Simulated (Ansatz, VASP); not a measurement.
**One calculation of Ca, two programs**

Contents of INCAR:

```
SYSTEM = Ca
ALGO = Fast
EDIFF = 1E-6
ENCUT = 520
ISIF = 2
ISMEAR = -1
LASPH = .True.
LCHARG = .True.
LELF = .True.
LREAL = .False.
LVHAR = .True.
LWAVE = .False.
NBANDS = 17
NELM = 100
PREC = Accurate
SIGMA = 0.1
```

The input KPOINTS:

```
k-points
0
Gamma
  8 8 8
  0 0 0
```

File POSCAR:

```
Ca
1.0
    0.0000000000      4.0070650946      4.0070650946
    4.0070650946      0.0000000000      4.0070650946
    4.0070650946      4.0070650946      0.0000000000
Ca
2
Direct
    0.1250000000      0.1250000000      0.1250000000
    0.8750000000      0.8750000000      0.8750000000
```

Input for Ansatz:

```yaml
crystal:
  lattice:
    - [0.0, 4.0070650946, 4.0070650946]
    - [4.0070650946, 0.0, 4.0070650946]
    - [4.0070650946, 4.0070650946, 0.0]
  atoms:
    - { symbol: Ca, position: [0.125, 0.125, 0.125] }
    - { symbol: Ca, position: [0.875, 0.875, 0.875] }
hamiltonian:
  xc: lda
  pseudopotentials:
    kind: paw
    azcp:
      Ca: "pseudopotentials/Ca.paw.azcp"
basis:
  ecutwfc: 420
  fft_grid_basis: typed
kpoints:
  mp_grid: { grid: [8, 8, 8], shift: [0, 0, 0] }
magnetization:
  spin_polarized: false
scf:
  occupations: { method: fermi_dirac, width: 0.1 }
  lower_state_search: "off"
output:
  stress: true
```

Alike in both runs: task single point; functional LDA; k mesh 8 × 8 × 8; occupations fermi-dirac, width 0.1 eV; no spin polarisation.

```csv
,VASP,Ansatz
version,VASP 6.6.1,Ansatz 0.2.0
potentials or method,"VASP PAW LDA potentials, release 64 (Ca_sv)","plane waves (420 eV) with PAW, scalar-relativistic"
plane-wave cutoff (eV),520,420
valence electrons in the cell,20,20
```

```csv
,VASP,Ansatz,Ansatz less VASP
pressure (GPa),0.4,0.4,+0.01
```

Ansatz warned: «pseudo_functional_mismatch».
